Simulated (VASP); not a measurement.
AgBr:

```xyz
2
Lattice="0.0000 2.8702 2.8702 2.8702 0.0000 2.8702 2.8702 2.8702 0.0000" Properties=species:S:1:pos:R:3 pbc="T T T"
Ag    0.0000    0.0000    0.0000
Br    2.8702    2.8702    2.8702
```

Base run:

* Program: VASP 6.6.1
* Functional: HSE06
* Potentials or basis: VASP PAW PBE potentials, release 64 (Ag, Br)
* Cutoff: 520 eV
* k mesh: 6 × 6 × 6
* Occupations: gaussian, width 0.02 eV
* Spin: no spin polarisation

Its results: band gap on the k mesh 2.02 eV, indirect (least direct gap 3.86 eV); pressure 1.9 GPa.

Problem. The run is repeated on the same cell with these changes: functional from HSE06 to HSE03. What comes out?

Solution. Band gap on the k mesh 1.80 eV, indirect (least direct gap 3.63 eV); pressure 2.0 GPa.

Caveats: the PAW data sets were made with another functional, which shifts forces and pressure a little.
